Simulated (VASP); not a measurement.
# GW on BeS, part 3 of 5

Aim: the quasiparticle gap of BeS, and what it costs to get it. The cell is of the zinc-blende type, one of the forms listed for this formula. The start is a cell from a database of measured crystal structures.

VASP 6.6.1, plane waves and PAW; the level of theory is named at each step.

So far, quasiparticle gap on the mesh (eV): step 4 (evGW0) 4.69. Also gap on the k-mesh (eV): step 3 (empty bands, functional PBE) 3.10.

The database entry behind the starting cell differs from later determinations by our own check (0.1 to 0.3 % short, probably kX units), so it need not match the best structure at ambient conditions.

### Step 5. evGW

This step: evGW on PBE; plane waves and PAW (S_GW, Be_GW) (VASP 6.6.1).

The levels are updated in both G and W; wider gaps weaken the screening and open the gap further.

INCAR

```
SYSTEM = BeS
PREC = Accurate
ENCUT = 300
ISMEAR = 0
SIGMA = 0.01
LREAL = .FALSE.
GGA = PE
NBANDS = 184
ALGO = EVGW
NELMGW = 4
ENCUTGW = 200
NOMEGA = 64
PRECFOCK = Fast
NBANDSGW = 16
LWAVE = .FALSE.
LCHARG = .FALSE.
```

POSCAR

```
BeS
1.0
    0.0000000000      2.4250000000      2.4250000000
    2.4250000000      0.0000000000      2.4250000000
    2.4250000000      2.4250000000      0.0000000000
S Be
1 1
Direct
    0.7500000000      0.7500000000      0.7500000000
    0.0000000000      0.0000000000      0.0000000000
```

KPOINTS

```
Automatic mesh
0
Gamma
4 4 4
0 0 0
```

Potentials, in the order of the species: S_GW and Be_GW (PBE family, release 64).

Launch:

```
$ mpirun -np 8 vasp_std
```

What it wrote:

```text
[banner, memory and clock lines left out]
running    8 mpi-ranks, on    1 nodes
 distrk:  each k-point on    8 cores,    1 groups
 distr:  one band on    1 cores,    8 groups

 POSCAR found type information on POSCAR S Be
 POSCAR found :  2 types and       2 ions
 [... a notice as in an earlier step ...]

 [... a notice as in an earlier step ...]

 LDA part: xc-table for (Slater+PW92), standard interpolation
 found WAVECAR, reading the header
 POSCAR, INCAR and KPOINTS ok, starting setup
 FFT: planning ... GRIDC
 FFT: planning ... GRID_SOFT
 FFT: planning ... GRID
 reading WAVECAR
 the WAVECAR file was read successfully
 initial charge from wavefunction
 available memory per node:     35.48 GB, setting MAXMEM to     36328

 The Fermi energy was updated, please check that it is located mid-gap
 values below the HOMO (VB) or above the LUMO (CB) will cause erroneous energies
 E-fermi :   5.3642

 calculate exact exchange contribution
 the WAVEDER file was read successfully
energies w=
    0.000    0.000    0.583    0.000    1.164    0.000    1.743    0.000
    2.318    0.000    2.888    0.000    3.452    0.000    4.010    0.000
    4.560    0.000    5.103    0.000    5.639    0.000    6.168    0.000
    6.688    0.000    7.202    0.000    7.710    0.000    8.212    0.000
    8.708    0.000    9.200    0.000    9.688    0.000   10.174    0.000
   10.658    0.000   11.141    0.000   11.624    0.000   12.109    0.000
   12.597    0.000   13.088    0.000   13.585    0.000   14.089    0.000
   14.600    0.000   15.122    0.000   15.656    0.000   16.203    0.000
   16.767    0.000   17.349    0.000   17.952    0.000   18.579    0.000
   19.234    0.000   19.920    0.000   20.642    0.000   21.405    0.000
   22.215    0.000   23.079    0.000   24.004    0.000   25.001    0.000
   26.080    0.000   27.255    0.000   28.544    0.000   29.965    0.000
   31.544    0.000   33.312    0.000   35.308    0.000   37.584    0.000
   40.206    0.000   43.262    0.000   46.872    0.000   51.206    0.000
   56.503    0.000   63.127    0.000   71.639    0.000   82.971    0.000
   98.783    0.000  122.342    0.000  161.103    0.000  236.575    0.000
 responsefunction array rank=     200
 LDA part: xc-table for (Slater+PW92), standard interpolation

 min. memory requirement per mpi rank    101.2 MB, per node    809.6 MB

 allocating   8 responsefunctions rank=   200
 shmem allocating  64 responsefunctions rank=   200
 response function shared by NCSHMEM nodes    1
 Doing            8  frequencies on each core in blocks of           64
NQ=   1    0.0000    0.0000    0.0000,
|.........|.........|.........|.........|.........|.........|.........|.........
 performed        139000 updates of chi_q(r,r)
 total number of BLAS operations         31.82 Gflops
NQ=   2    0.2500    0.0000    0.0000,
|.........|.........|.........|.........|.........|.........|.........|.........
 performed        443000 updates of chi_q(r,r)
 total number of BLAS operations        110.65 Gflops
NQ=   3    0.5000    0.0000    0.0000,
|.........|.........|.........|.........|.........|.........|.........|.........
 performed        700000 updates of chi_q(r,r)
 total number of BLAS operations        177.27 Gflops
NQ=   4    0.2500    0.2500    0.0000,
|.........|.........|.........|.........|.........|.........|.........|.........
 performed       1004000 updates of chi_q(r,r)
 total number of BLAS operations        254.36 Gflops
NQ=   5    0.5000    0.2500    0.0000,
|.........|.........|.........|.........|.........|.........|.........|.........
 performed       1437000 updates of chi_q(r,r)
 total number of BLAS operations        374.38 Gflops
NQ=   6   -0.2500    0.2500    0.0000,
|.........|.........|.........|.........|.........|.........|.........|.........
 performed       1823000 updates of chi_q(r,r)
 total number of BLAS operations        474.58 Gflops
NQ=   7    0.5000    0.5000    0.0000,
|.........|.........|.........|.........|.........|.........|.........|.........
 performed       2044000 updates of chi_q(r,r)
 total number of BLAS operations        538.61 Gflops
NQ=   8   -0.2500    0.5000    0.2500,
|.........|.........|.........|.........|.........|.........|.........|.........
 performed       2336000 updates of chi_q(r,r)
 total number of BLAS operations        632.16 Gflops
 resolving degeneracies of screened two electron integrals

 calculate QP shifts <psi_nk| G(iteration)W_0 |psi_nk>: iteration 1
 allocating   8 responsefunctions rank=   200
 shmem allocating  64 responsefunctions rank=   200
 response function shared by NCSHMEM nodes    1
 Doing            8  frequencies on each core in blocks of           64
NQ=   1    0.0000    0.0000    0.0000,
|.........|.........|.........|.........|.........|.........|.........|.........
 performed        139000 updates of chi_q(r,r)
 total number of BLAS operations         31.82 Gflops
NQ=   2    0.2500    0.0000    0.0000,
|.........|.........|.........|.........|.........|.........|.........|.........
 performed        443000 updates of chi_q(r,r)
 total number of BLAS operations        110.65 Gflops
NQ=   3    0.5000    0.0000    0.0000,
|.........|.........|.........|.........|.........|.........|.........|.........
 performed        700000 updates of chi_q(r,r)
 total number of BLAS operations        177.27 Gflops
NQ=   4    0.2500    0.2500    0.0000,
|.........|.........|.........|.........|.........|.........|.........|.........
 performed       1004000 updates of chi_q(r,r)
 total number of BLAS operations        254.36 Gflops
NQ=   5    0.5000    0.2500    0.0000,
|.........|.........|.........|.........|.........|.........|.........|.........
 performed       1437000 updates of chi_q(r,r)
 total number of BLAS operations        374.38 Gflops
NQ=   6   -0.2500    0.2500    0.0000,
|.........|.........|.........|.........|.........|.........|.........|.........
 performed       1823000 updates of chi_q(r,r)
 total number of BLAS operations        474.58 Gflops
NQ=   7    0.5000    0.5000    0.0000,
|.........|.........|.........|.........|.........|.........|.........|.........
 performed       2044000 updates of chi_q(r,r)
 total number of BLAS operations        538.61 Gflops
NQ=   8   -0.2500    0.5000    0.2500,
|.........|.........|.........|.........|.........|.........|.........|.........
 performed       2336000 updates of chi_q(r,r)
 total number of BLAS operations        632.16 Gflops
 resolving degeneracies of screened two electron integrals

 calculate QP shifts <psi_nk| G(iteration)W_0 |psi_nk>: iteration 2
 allocating   8 responsefunctions rank=   200
 shmem allocating  64 responsefunctions rank=   200
 response function shared by NCSHMEM nodes    1
 Doing            8  frequencies on each core in blocks of           64
NQ=   1    0.0000    0.0000    0.0000,
|.........|.........|.........|.........|.........|.........|.........|.........
 performed        139000 updates of chi_q(r,r)
 total number of BLAS operations         31.82 Gflops
NQ=   2    0.2500    0.0000    0.0000,
|.........|.........|.........|.........|.........|.........|.........|.........
 performed        443000 updates of chi_q(r,r)
 total number of BLAS operations        110.65 Gflops
NQ=   3    0.5000    0.0000    0.0000,
|.........|.........|.........|.........|.........|.........|.........|.........
 performed        700000 updates of chi_q(r,r)
 total number of BLAS operations        177.27 Gflops
NQ=   4    0.2500    0.2500    0.0000,
|.........|.........|.........|.........|.........|.........|.........|.........
 performed       1004000 updates of chi_q(r,r)
 total number of BLAS operations        254.36 Gflops
NQ=   5    0.5000    0.2500    0.0000,
|.........|.........|.........|.........|.........|.........|.........|.........
 performed       1437000 updates of chi_q(r,r)
 total number of BLAS operations        374.38 Gflops
NQ=   6   -0.2500    0.2500    0.0000,
|.........|.........|.........|.........|.........|.........|.........|.........
 performed       1823000 updates of chi_q(r,r)
 total number of BLAS operations        474.58 Gflops
NQ=   7    0.5000    0.5000    0.0000,
|.........|.........|.........|.........|.........|.........|.........|.........
 performed       2044000 updates of chi_q(r,r)
 total number of BLAS operations        538.61 Gflops
NQ=   8   -0.2500    0.5000    0.2500,
|.........|.........|.........|.........|.........|.........|.........|.........
 performed       2336000 updates of chi_q(r,r)
 total number of BLAS operations        632.16 Gflops
 resolving degeneracies of screened two electron integrals

 calculate QP shifts <psi_nk| G(iteration)W_0 |psi_nk>: iteration 3
 allocating   8 responsefunctions rank=   200
 shmem allocating  64 responsefunctions rank=   200
 response function shared by NCSHMEM nodes    1
 Doing            8  frequencies on each core in blocks of           64
NQ=   1    0.0000    0.0000    0.0000,
|.........|.........|.........|.........|.........|.........|.........|.........
 performed        139000 updates of chi_q(r,r)
 total number of BLAS operations         31.82 Gflops
NQ=   2    0.2500    0.0000    0.0000,
|.........|.........|.........|.........|.........|.........|.........|.........
 performed        443000 updates of chi_q(r,r)
 total number of BLAS operations        110.65 Gflops
NQ=   3    0.5000    0.0000    0.0000,
|.........|.........|.........|.........|.........|.........|.........|.........
 performed        700000 updates of chi_q(r,r)
 total number of BLAS operations        177.27 Gflops
NQ=   4    0.2500    0.2500    0.0000,
|.........|.........|.........|.........|.........|.........|.........|.........
 performed       1004000 updates of chi_q(r,r)
 total number of BLAS operations        254.36 Gflops
NQ=   5    0.5000    0.2500    0.0000,
|.........|.........|.........|.........|.........|.........|.........|.........
 performed       1437000 updates of chi_q(r,r)
 total number of BLAS operations        374.38 Gflops
NQ=   6   -0.2500    0.2500    0.0000,
|.........|.........|.........|.........|.........|.........|.........|.........
 performed       1823000 updates of chi_q(r,r)
 total number of BLAS operations        474.58 Gflops
NQ=   7    0.5000    0.5000    0.0000,
|.........|.........|.........|.........|.........|.........|.........|.........
 performed       2044000 updates of chi_q(r,r)
 total number of BLAS operations        538.61 Gflops
NQ=   8   -0.2500    0.5000    0.2500,
|.........|.........|.........|.........|.........|.........|.........|.........
 performed       2336000 updates of chi_q(r,r)
 total number of BLAS operations        632.16 Gflops
 resolving degeneracies of screened two electron integrals

 calculate QP shifts <psi_nk| G(iteration)W_0 |psi_nk>: iteration 4
 entering main loop
```

Run time: 46 s. Hardware: 8 MPI ranks of Intel Xeon 6975P-C (Granite Rapids), shared host; peak memory 1.4 GiB.

Parts of OUTCAR (step 5):

```text
   NELECT =       8.0000    total number of electrons

 E-fermi :   5.3642

 QP shifts <psi_nk| G(iteration)W_0 |psi_nk>: iteration 2
 k-point   1 :       0.0000    0.0000    0.0000
  band No. old QP-enery  QP-energies   sigma(KS)   T+V_ion+V_H  V^pw_x(r,r')   Z            occupation Imag(sigma)
      1     -11.0690     -11.4270     -14.4669       2.9178     -21.3419       0.7456       2.0000       1.1532
      2       2.7192       2.4533     -15.1523      17.5434     -16.6228       0.8104       2.0000       0.0353
      3       2.7192       2.4533     -15.1523      17.5434     -16.6228       0.8104       2.0000       0.0353
      4       2.7192       2.4533     -15.1523      17.5434     -16.6228       0.8104       2.0000       0.0353
      5      10.1179      10.3126      -9.6557      20.0116      -5.2409       0.8179       0.0000      -0.0571
      6      10.1179      10.3126      -9.6557      20.0116      -5.2409       0.8179       0.0000      -0.0571
      7      10.1179      10.3126      -9.6557      20.0116      -5.2409       0.8179       0.0000      -0.0571
      8      10.0682      10.2541      -9.8460      20.1417      -5.2435       0.8175       0.0000      -0.0620
    ...

 k-point   2 :       0.2500    0.0000    0.0000
  band No. old QP-enery  QP-energies   sigma(KS)   T+V_ion+V_H  V^pw_x(r,r')   Z            occupation Imag(sigma)
      1     -10.2520     -10.6972     -14.7100       3.8385     -21.3343       0.7186       2.0000       0.9210
      2      -0.7491      -1.1252     -13.9194      12.6939     -16.2043       0.7895       2.0000       0.0497
      3       2.1061       1.8205     -14.8442      16.5968     -16.4344       0.8077       2.0000       0.0367
      4       2.1061       1.8205     -14.8442      16.5968     -16.4344       0.8077       2.0000       0.0367
      5       9.8433      10.0222      -9.7602      19.8218      -5.3496       0.8195       0.0000      -0.0582
      6      11.0199      11.2322      -9.8072      21.0881      -5.2068       0.8136       0.0000      -0.0613
      7      11.0199      11.2322      -9.8072      21.0881      -5.2068       0.8136       0.0000      -0.0613
      8      13.5938      13.8541     -10.4723      24.3943      -5.2872       0.7932       0.0000      -0.0793
    ...

 QP shifts <psi_nk| G(iteration)W_0 |psi_nk>: iteration 3
 k-point   1 :       0.0000    0.0000    0.0000
  band No. old QP-enery  QP-energies   sigma(KS)   T+V_ion+V_H  V^pw_x(r,r')   Z            occupation Imag(sigma)
      1     -11.4270     -11.6124     -14.5867       2.9178     -21.3419       0.7664       2.0000       1.0359
      2       2.4533       2.3860     -15.1726      17.5434     -16.6228       0.8167       2.0000       0.0348
      3       2.4533       2.3860     -15.1726      17.5434     -16.6228       0.8167       2.0000       0.0348
      4       2.4533       2.3860     -15.1726      17.5434     -16.6228       0.8167       2.0000       0.0348
      5      10.3126      10.3763      -9.6217      20.0116      -5.2409       0.8239       0.0000      -0.0559
      6      10.3126      10.3763      -9.6217      20.0116      -5.2409       0.8239       0.0000      -0.0559
      7      10.3126      10.3763      -9.6217      20.0116      -5.2409       0.8239       0.0000      -0.0559
      8      10.2541      10.3204      -9.8071      20.1417      -5.2435       0.8238       0.0000      -0.0600
    ...

 QP shifts <psi_nk| G(iteration)W_0 |psi_nk>: iteration 4
 k-point   1 :       0.0000    0.0000    0.0000
  band No. old QP-enery  QP-energies   sigma(KS)   T+V_ion+V_H  V^pw_x(r,r')   Z            occupation Imag(sigma)
      1     -11.6124     -11.6799     -14.6179       2.9178     -21.3419       0.7703       2.0000       1.0200
      2       2.3860       2.3673     -15.1802      17.5434     -16.6228       0.8188       2.0000       0.0344
      3       2.3860       2.3673     -15.1802      17.5434     -16.6228       0.8188       2.0000       0.0344
      4       2.3860       2.3673     -15.1802      17.5434     -16.6228       0.8188       2.0000       0.0344
      5      10.3763      10.3965      -9.6108      20.0116      -5.2409       0.8262       0.0000      -0.0550
      6      10.3763      10.3965      -9.6108      20.0116      -5.2409       0.8262       0.0000      -0.0550
      7      10.3763      10.3965      -9.6108      20.0116      -5.2409       0.8262       0.0000      -0.0550
      8      10.3204      10.3421      -9.7951      20.1417      -5.2435       0.8277       0.0000      -0.0586
    ...

[... 16 parts as in an earlier step ...]

[... 22 further parts left out ...]
```

Numbers from this step:

```
quasiparticle gap on the mesh                 : 5.003 eV
smallest direct quasiparticle gap on the mesh : 7.910 eV
```

QP gap by iteration, by row:

```tsv
iteration	gap (eV)	direct gap (eV)
1	4.465	7.246
2	4.857	7.728
3	4.97	7.868
4	5.003	7.91
```

GW takes the gap from 3.097 to 5.003 eV. That is +314 meV against evGW0 on PBE. The last pass still moved it by +34 meV. The value holds for 184 bands, ENCUTGW = 200 eV and this mesh, and isn't shown to be converged in them.

[end of part 3 of 5]

[Lines on the potential files, build, host, timing and source positions are cut from VASP's logs without a mark.]

[Logs are printed without paths, hosts, clocks, repeated set-up lines and the standing remarks that a program may print on its own settings, such as how far it seeks lower states.]

[Hosts, paths, dates, database ids (printed as entryN), source tags and the programs' standing remarks are cut or masked in the printed files.]

[Pressures printed for these runs are not shown converged in the cutoff: they can be off by several GPa and have the wrong sign.]
